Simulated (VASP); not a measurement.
TiS2, 3 atoms in the cell. Symmetry: P-3m1, No. 164, trigonal system. The conventional cell has a = 3.385 Å, b = 3.385 Å, c = 5.662 Å, α = 90.00°, β = 90.00°, γ = 120.00°. Around Ti (site symmetry -3m) lie 6 S at 2.42 Å. S (site symmetry 3m) has 3 Ti at 2.42 Å as nearest neighbours. 

| Quantity | Value |
| --- | --- |
| Program | VASP 6.6.1 |
| Task | relaxation of cell and atoms |
| Functional | rev-vdW-DF2 |
| Potentials or basis | VASP PAW PBE potentials, release 64 (Ti_sv, S) |
| Cutoff | 600 eV |
| k mesh | 12 × 12 × 7 |
| Occupations | methfessel-paxton, width 0.1 eV |
| Spin | no spin polarisation |
| Further INCAR settings | ALGO = Normal; EDIFF = 1e-07; IBRION = 2; EDIFFG = -0.005; NSW = 90; ISIF = 3 |

Potentials or basis: VASP PAW PBE potentials, release 64 (Ti_sv, S).

Command:

```sh
$ cat potpaw_PBE.64/Ti_sv/POTCAR potpaw_PBE.64/S/POTCAR > POTCAR
$ mpirun -np 1 vasp_std > vasp.out
```

Hardware: 1 thread of Intel(R) Xeon(R) 6975P-C (Granite Rapids) (shared host).

Task: Estimate the wall time of this run.

Result: It took 3.6 min on 1 thread of Intel(R) Xeon(R) 6975P-C (Granite Rapids) (shared host), peak memory 0.49 GiB. Counts: scf iterations 33, k points 112, ion steps 3.
